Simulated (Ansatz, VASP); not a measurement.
**One calculation of PtSe2 (Sudovikovite), two programs**

The input INCAR:

```
SYSTEM = PtSe2
  PREC = Accurate
  ENCUT = 520
  EDIFF = 1E-7
  ISMEAR = -1
  SIGMA = 0.05
  LREAL = .False.
  LASPH = .True.
  NELM = 100
  ALGO = Normal
  ISIF = 2
  LWAVE = .False.
  LCHARG = .False.
  GGA = PE
  NBANDS = 18
```

Contents of KPOINTS:

```
regular mesh
0
Gamma
  8 8 5
  0 0 0
```

POSCAR

```
PtSe2
1.0
    3.6990059583      0.0000000000      0.0000000000
   -1.8495029792      3.2034331287      0.0000000000
    0.0000000000      0.0000000000      5.0280258220
Pt Se
1 2
Direct
    0.0000000000      0.0000000000      0.0000000000
    0.6666666667      0.3333333333      0.7500000000
    0.3333333333      0.6666666667      0.2500000000
```

File input.yaml:

```yaml
crystal:
  lattice:
    - [3.6990059583, 0.0, 0.0]
    - [-1.8495029792, 3.2034331287, 0.0]
    - [0.0, 0.0, 5.028025822]
  atoms:
    - { symbol: Pt, position: [0.0, 0.0, 0.0] }
    - { symbol: Se, position: [0.6666666667, 0.3333333333, 0.75] }
    - { symbol: Se, position: [0.3333333333, 0.6666666667, 0.25] }
hamiltonian:
  xc: pbe
  pseudopotentials: { kind: paw }
kpoints:
  mp_grid: { grid: [8, 8, 5] }
scf:
  occupations: { method: fermi_dirac, width: 0.05 }
output:
  forces: true
  stress: true
  eigenvalues: true
```

Change from the starting cell: volume scaled by 0.98.

Alike in both runs: task single point; functional PBE; k mesh 8 × 8 × 5; occupations fermi-dirac, width 0.05 eV; no spin polarisation.

|  | VASP | Ansatz |
| --- | --- | --- |
| version | VASP 6.6.1 | Ansatz 0.2.0 |
| potentials or method | VASP PAW PBE potentials, release 64 (Pt, Se) | Ansatz PAW |
| plane-wave cutoff (eV) | 520 | 420 |
| valence electrons in the cell | 22 | 50 |

Ansatz gave:

```
gap on the k mesh at the Fermi level (eV)       : none
pressure (GPa)                                  : 10.4
largest component of the traceless stress (GPa) : 1.96
rms of the force components (eV/Å)              : 0.406
```

Task: Estimate VASP's values.

Result: gap on the k mesh at the Fermi level (eV): none; pressure (GPa): 10.4; largest component of the traceless stress (GPa): 1.98; rms of the force components (eV/Å): 0.410.

Atom by atom the forces differ by 0.004 eV/Å (rms over components). A gap of «none» marks a metal or a gap that the smearing closes. The two sets of potentials don't hold the same shells in valence.

Spin-orbit coupling is left out, which matters for the levels of Pt.
